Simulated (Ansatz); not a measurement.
**Question.** Write an Ansatz input for a single-point calculation of HfN with PBE (scalar-relativistic), a cutoff of 420 eV (density cutoff 4 times that), a Γ-centred 14×14×14 mesh and Gaussian smearing of 0.05 eV, without spin polarisation. Forces, stress and eigenvalues are wanted. The structure:
```
CELL_PARAMETERS angstrom
0.0000000000 2.2665065634 2.2665065634
2.2665065634 0.0000000000 2.2665065634
2.2665065634 2.2665065634 0.0000000000
ATOMIC_POSITIONS crystal
Hf 0.5000000000 0.5000000000 0.5000000000
N 0.0000000000 0.0000000000 0.0000000000
```

**Answer.** 
```yaml
crystal:
  lattice:
    - [0.0, 2.2665065634, 2.2665065634]
    - [2.2665065634, 0.0, 2.2665065634]
    - [2.2665065634, 2.2665065634, 0.0]
  atoms:
    - { symbol: Hf, position: [0.5, 0.5, 0.5] }
    - { symbol: "N", position: [0.0, 0.0, 0.0] }
basis:
  ecutwfc: 420
  ecutrho_ratio: 4
kpoints:
  mp_grid: { grid: [14, 14, 14] }
hamiltonian:
  xc: pbe
scf:
  occupations: { method: gaussian, width: 0.05 }
output:
  forces: true
  stress: true
  eigenvalues: true
```

Launched as:
```sh
ansatz run input.yaml --threads 2 --pin off --max-ram 2662MiB --backend cpu --events-out ev --progress --plain --runs-dir out
```

Run as written, it has 31 valence electrons, 459 plane waves at Γ, 48 symmetry operations and 104 irreducible k-points; it took 6 SCF iterations in all. Run time: 1.2 s on 2 threads of Arm Neoverse V2, with other jobs on the host, peak memory 0.33 GiB.

The start was a prototype's sites filled with these elements; the Crystallography Open Database holds the compound in this structure.
